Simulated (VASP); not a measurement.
# MgF2 (P4_2/mnm) in VASP: notebook, part 2 of 2

VASP 6.6.1. The steps go on from the part before.

### 3 Single point, PBE

INCAR reads:

```
ALGO = Normal
EDIFF = 1E-7
ENCUT = 520
GGA = PE
ISIF = 2
ISMEAR = 0
LASPH = True
LCHARG = False
LREAL = False
LWAVE = False
NBANDS = 25
NELM = 100
PREC = Accurate
SIGMA = 0.02
```

KPOINTS reads:

```
k-points
0
Gamma
  6 6 8
```

POSCAR reads:

```
MgF2
1.0
    4.6975810485      0.0000000000      0.0000000000
    0.0000000000      4.6975810485      0.0000000000
    0.0000000000      0.0000000000      3.0929919055
Mg F
2 4
Direct
    0.5000000000      0.5000000000      0.5000000000
    0.0000000000      0.0000000000      0.0000000000
    0.6964323178      0.6964323178      0.0000000000
    0.8035676822      0.1964323178      0.5000000000
    0.3035676822      0.3035676822      0.0000000000
    0.1964323178      0.8035676822      0.5000000000
```

Potentials or basis: VASP PAW PBE potentials, release 64 (Mg, F).

On the command line:

```sh
$ cat potpaw_PBE.64/Mg/POTCAR potpaw_PBE.64/F/POTCAR > POTCAR
$ mpirun -np 1 vasp_std > vasp.out
```

OUTCAR:

```text
EDIFF = 1E-7
   ENCUT = 520
   GGA = PE
   ISIF = 2
   ISMEAR = 0
   LASPH = True
   LREAL = False
   NELM = 100
   PREC = Accurate

 ion  position               nearest neighbor table
   1  0.500  0.500  0.500-   4 2.02   6 2.02   5 2.02   3 2.02   3 2.02   5 2.02
   2  0.000  0.000  0.000-   3 2.02   5 2.02   4 2.02   6 2.02   4 2.02   6 2.02
   3  0.696  0.696  0.000-   2 2.02   1 2.02   1 2.02
   4  0.804  0.196  0.500-   1 2.02   2 2.02   2 2.02
   5  0.304  0.304  0.000-   2 2.02   1 2.02   1 2.02
   6  0.196  0.804  0.500-   1 2.02   2 2.02   2 2.02

  LATTYP: Found a simple tetragonal cell.
 ALAT       =     4.6975810485
 C/A-ratio  =     0.6584222547

  Lattice vectors:

 A1 = (   4.6975810485,   0.0000000000,   0.0000000000)
 A2 = (   0.0000000000,   4.6975810485,   0.0000000000)
 A3 = (   0.0000000000,   0.0000000000,   3.0929919055)

Analysis of symmetry for initial positions (statically):
=====================================================================
 Subroutine PRICEL returns:
 Original cell was already a primitive cell.

 Routine SETGRP: Setting up the symmetry group for a
 simple tetragonal supercell.

 Subroutine GETGRP returns: Found 16 space group operations
 (whereof  8 operations were pure point group operations)
 out of a pool of 16 trial point group operations.

The static configuration has the point symmetry D_2h.
 The point group associated with its full space group is D_4h.

Analysis of symmetry for dynamics (positions and initial velocities):
=====================================================================
 Subroutine PRICEL returns:
 Original cell was already a primitive cell.

 Routine SETGRP: Setting up the symmetry group for a
 simple tetragonal supercell.

 Subroutine GETGRP returns: Found 16 space group operations
 (whereof  8 operations were pure point group operations)
 out of a pool of 16 trial point group operations.

The dynamic configuration has the point symmetry D_2h.
 The point group associated with its full space group is D_4h.

 Subroutine INISYM returns: Found 16 space group operations
 (whereof  8 operations are pure point group operations),
 and found     1 'primitive' translations

----------------------------------------------------------------------------------------

                                     Primitive cell

  volume of cell :      68.2539

  direct lattice vectors                    reciprocal lattice vectors
     4.697581049  0.000000000  0.000000000     0.212875518  0.000000000  0.000000000
     0.000000000  4.697581049  0.000000000     0.000000000  0.212875518  0.000000000
     0.000000000  0.000000000  3.092991905     0.000000000  0.000000000  0.323311548

  length of vectors
     4.697581049  4.697581049  3.092991905     0.212875518  0.212875518  0.323311548

  position of ions in fractional coordinates (direct lattice)
     0.500000000  0.500000000  0.500000000
     0.000000000  0.000000000  0.000000000
     0.696432318  0.696432318  0.000000000
     0.803567682  0.196432318  0.500000000
     0.303567682  0.303567682  0.000000000
     0.196432318  0.803567682  0.500000000

  ion indices of the primitive-cell ions
   primitive index   ion index
[... 35 lines left out ...]
  0.000000  0.000000  0.000000      1.000000
  0.166667  0.000000  0.000000      4.000000
  0.333333  0.000000  0.000000      4.000000
  0.500000  0.000000  0.000000      2.000000
  0.166667  0.166667  0.000000      4.000000
  0.333333  0.166667  0.000000      8.000000
[... 16 lines left out ...]
  0.333333  0.000000  0.250000      8.000000
  0.500000  0.000000  0.250000      4.000000
 [... further k-points ...]
   k-points           NKPTS =     50   k-points in BZ     NKDIM =     50   number of bands    NBANDS=     25
   number of dos      NEDOS =    301   number of ions     NIONS =      6
   total plane-waves  NPLWV =  31104
   dimension x,y,z NGX =    36 NGY =   36 NGZ =   24
   dimension x,y,z NGXF=    72 NGYF=   72 NGZF=   48
   ions per type =               2   4
   NGX,Y,Z   is equivalent  to a cutoff of  12.74, 12.74, 12.90 a.u.
   NGXF,Y,Z  is equivalent  to a cutoff of  25.48, 25.48, 25.80 a.u.
 SYSTEM =  unknown system
   PREC   = accura    normal or accurate (medium, high low for compatibility)
   ISTART =      0    job   : 0-new  1-cont  2-samecut
   ICHARG =      2    charge: 1-file 2-atom 10-const
   ISPIN  =      1    spin polarized calculation?
   LNONCOLLINEAR =      F non collinear calculations
   LSORBIT =      F    spin-orbit coupling
   LASPH  =      T    aspherical Exc in radial PAW
   ENCUT  =  520.0 eV  38.22 Ry    6.18 a.u.   8.73  8.73  5.75*2*pi/ulx,y,z
   NELM   =    100;   NELMIN=  2; NELMDL= -5     # of ELM steps
   EDIFF  = 0.1E-06   stopping-criterion for ELM
   LREAL  =      F    real-space projection
   EDIFFG = 0.1E-05   stopping-criterion for IOM
   NSW    =      0    number of steps for IOM
   IBRION =     -1    ionic relax: 0-MD 1-quasi-New 2-CG
   NFREE  =      0    steps in history (QN), initial steepest desc. (CG)
   ISIF   =      2    stress and relaxation
   ISYM   =      2    0-nonsym 1-usesym 2-fastsym
   POTIM  = 0.5000    time-step for ionic-motion
   TEBEG  =    0.0;   TEEND  =   0.0 temperature during run
   PSTRESS=    0.0 pullay stress
   NELECT =      32.0000    total number of electrons
   NUPDOWN=      -1.0000    fix difference up-down
   EMIN   =  10.00;   EMAX   =-10.00  energy-range for DOS
   EFERMI =   0.00;   METHOD = LEGACY
   ISMEAR =     0;   SIGMA  =   0.02  broadening in eV -4-tet -1-fermi 0-gaus
   EFERMI_NEDOS =   21; number of points for ismear=-14 and -15
   IALGO  =     38    algorithm
   IMIX   =      4    mixing-type and parameters
     AMIX     =   0.40;   BMIX     =  1.00
     AMIX_MAG =   1.60;   BMIX_MAG =  1.00
  volume/ion in A,a.u.               =      11.38        76.77
  Fermi-wavevector in a.u.,A,eV,Ry     =   1.271791  2.403336 22.006771  1.617452
  Thomas-Fermi vector in A             =   2.404705
   LORBIT       =      0    0 simple, 1 ext, 2 COOP (PROOUT), +10 PAW based schemes
   GGA     = PE    functional components
   LHFCALC =     F    Hartree Fock is set to
   AEXX    =    0.0000 exact exchange contribution
   IVDW    =     0    specifies the selected vdW correction
   LEPSILON=     F    determine dielectric tensor
   LRPA    =     F    only Hartree local field effects (RPA)
 non-spin polarized calculation
 Gauss-broadening in eV      SIGMA  =   0.02
  energy-cutoff  :      520.00
  volume of cell :       68.25
 maximum number of plane-waves:      1875
 NGX is ok and might be reduce to    36
   NGX = 17   NGY = 17   NGZ = 11

 number of electron      32.0000007 magnetization

 Free energy of the ion-electron system (eV)
  ---------------------------------------------------
  ext. energy  EPLUGINS =         0.00000000
  ---------------------------------------------------
  free energy    TOTEN  =       -31.54298632 eV

  energy without entropy =      -31.54298632  energy(sigma->0) =      -31.54298632

 E-fermi :  -1.3930     XC(G=0):  -9.5162

 val. band max:       -1.4755534099   @ k =   0.0000   0.0000   0.0000
 cond. band min:       5.3194208599   @ k =   0.0000   0.0000   0.0000
 fundamental gap:      6.7949742698
 Fermi energy:        -1.3929792354

 k-point     1 :       0.0000    0.0000    0.0000
  band No.  band energies     occupation
      1     -22.0632      2.00000
      2     -21.3394      2.00000
      3     -21.3394      2.00000
      4     -21.2603      2.00000
      5      -5.3852      2.00000
      6      -3.7952      2.00000
[... 661 lines left out ...]
     24      14.2443      0.00000
     25      15.9112      0.00000

 [... further k-points ...]

------------------------ aborting loop because EDIFF is reached ----------------------------------------

  FORCE on cell =-STRESS in cart. coord.  units (eV):
  Direction    XX          YY          ZZ          XY          YZ          ZX
  --------------------------------------------------------------------------------------
  -------------------------------------------------------------------------------------
  Total       -0.3255457     -0.3255457     -0.3681033      0.0000000      0.0000000      0.0000000
  in kB       -7.6417907     -7.6417907     -8.6407802      0.0000000      0.0000000      0.0000000
  external PRESSURE =      -7.9747872 kB  Pullay stress =       0.0000000 kB

 VOLUME and BASIS-vectors are now :
 -----------------------------------------------------------------------------
  energy-cutoff  :      520.00
  volume of cell :       68.25
      direct lattice vectors                 reciprocal lattice vectors
     4.697581049  0.000000000  0.000000000     0.212875518  0.000000000  0.000000000
     0.000000000  4.697581049  0.000000000     0.000000000  0.212875518  0.000000000
     0.000000000  0.000000000  3.092991905     0.000000000  0.000000000  0.323311548

 POSITION                                       TOTAL-FORCE (eV/Angst)
 -----------------------------------------------------------------------------------
      2.34879      2.34879      1.54650        -0.000000     -0.000000      0.000000
      0.00000      0.00000      0.00000        -0.000000     -0.000000      0.000000
      3.27155      3.27155      0.00000        -0.000906     -0.000906      0.000000
      3.77482      0.92276      1.54650         0.000906     -0.000906      0.000000
      1.42603      1.42603      0.00000         0.000906      0.000906      0.000000
      0.92276      3.77482      1.54650        -0.000906      0.000906      0.000000
 -----------------------------------------------------------------------------------
    total drift:                                0.000000     -0.000000     -0.000000

  FREE ENERGIE OF THE ION-ELECTRON SYSTEM (eV)
  ---------------------------------------------------
  free  energy   TOTEN  =       -31.5429863202 eV

  energy  without entropy=      -31.5429863202  energy(sigma->0) =      -31.54298632
```

OSZICAR:

```text
N       E                     dE             d eps       ncg     rms          rms(c)
DAV:   1     0.167527143409E+03    0.16753E+03   -0.17729E+04  2628   0.119E+03
DAV:   2    -0.260176006736E+02   -0.19354E+03   -0.18730E+03  3103   0.284E+02
DAV:   3    -0.341066722558E+02   -0.80891E+01   -0.80675E+01  3103   0.560E+01
DAV:   4    -0.341495338418E+02   -0.42862E-01   -0.42857E-01  2826   0.468E+00
DAV:   5    -0.341497488683E+02   -0.21503E-03   -0.21502E-03  3111   0.325E-01    0.100E+01
DAV:   6    -0.314970207734E+02    0.26527E+01   -0.83216E+00  2814   0.205E+01    0.302E+00
DAV:   7    -0.315139635578E+02   -0.16943E-01   -0.81405E-02  2612   0.188E+00    0.192E+00
DAV:   8    -0.315422538677E+02   -0.28290E-01   -0.62423E-02  2614   0.236E+00    0.204E-01
DAV:   9    -0.315424581771E+02   -0.20431E-03   -0.11764E-03  3193   0.238E-01    0.805E-02
DAV:  10    -0.315429851610E+02   -0.52698E-03   -0.43811E-04  2592   0.149E-01    0.149E-02
DAV:  11    -0.315429856350E+02   -0.47397E-06   -0.67482E-06  3188   0.222E-02    0.291E-03
DAV:  12    -0.315429863411E+02   -0.70616E-06   -0.13443E-06  2675   0.857E-03    0.106E-03
DAV:  13    -0.315429863202E+02    0.20965E-07   -0.74767E-08  2363   0.211E-03
   1 F= -.31542986E+02 E0= -.31542986E+02  d E =-.154873E-11
```

It took 72 s on 1 thread of Intel Xeon Platinum 8488C (Sapphire Rapids), shared host; peak memory 0.21 GiB.

What came out:

* Free energy: -31.5430 eV
* Pressure: -0.8 GPa
* Band gap on the k mesh: 6.79 eV, direct

Stress tensor (GPa, compression positive):
```
-0.76  0.00  0.00
 0.00 -0.76  0.00
 0.00  0.00 -0.86
```

A k mesh can miss the band edges. Expect the measured gap to be larger: semilocal functionals such as PBE lack the derivative discontinuity.
